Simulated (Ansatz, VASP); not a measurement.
**PbS (Galena): VASP beside Ansatz**

File INCAR:

```
ALGO = Normal
EDIFF = 1E-6
ENCUT = 520
GGA = PE
ISIF = 2
ISMEAR = 0
IVDW = 13
LASPH = T
LCHARG = T
LELF = T
LREAL = F
LVHAR = T
LWAVE = F
NBANDS = 17
NELM = 100
PREC = Accurate
SIGMA = 0.01
```

Contents of KPOINTS:

```
k-points
0
Gamma
  4 4 4
```

POSCAR

```
PbS
1.0
   -0.0837199997      2.9624760175      3.0296936133
    2.8938507756     -0.0188285141      2.9648021277
    2.8940604251      2.8977941813     -0.0190381635
Pb S
1 1
Direct
    0.0164700000      0.9778200000      0.0022300000
    0.4897500000      0.4950700000      0.5116800000
```

Input for Ansatz:

```yaml
crystal:
  lattice:
    - [-0.08371999973965616, 2.962476017498782, 3.029693613283078]
    - [2.8938507756420693, -0.018828514131766217, 2.964802127675188]
    - [2.8940604250571096, 2.897794181305933, -0.019038163546807093]
  atoms:
    - { symbol: Pb, position: [0.01647, 0.97782, 0.00223] }
    - { symbol: S, position: [0.48975, 0.49507, 0.51168] }
basis:
  ecutwfc: 540.0
  xc_grid: 2
kpoints:
  mp_grid:
    grid: [4, 4, 4]
hamiltonian:
  xc: pbe
  dispersion: d4
scf:
  convergence:
    dr2_threshold: 1.0e-09
  occupations:
    method: fixed
output:
  forces: true
  stress: true
```

Alike in both runs: task single point; functional PBE; dispersion D4; k mesh 4 × 4 × 4; no spin polarisation.

```csv
,VASP,Ansatz
version,VASP 6.6.1,Ansatz 0.2.0
potentials or method,"VASP PAW PBE potentials, release 64 (Pb_d, S)","plane waves, PAW"
plane-wave cutoff (eV),520,540
occupations,"gaussian, width 0.01 eV",fixed
valence electrons in the cell,20,20
```

|  | VASP | Ansatz | Ansatz less VASP |
| --- | --- | --- | --- |
| pressure (GPa) | 0.6 | 0.7 | +0.06 |
| largest component of the traceless stress (GPa) | 2.22 | 2.22 | -0.002 |
| rms of the force components (eV/Å) | 0.014 | 0.014 | +0.0005 |
| dispersion energy (meV/atom) | -380.6 | -380.8 | -0.18 |

Atom by atom the forces differ by 0.001 eV/Å (rms over components). Ansatz warned: «stress_scf_threshold_loose».

Caveats: the k mesh is coarse (spacing up to 0.46 Å⁻¹), so the values aren't converged.
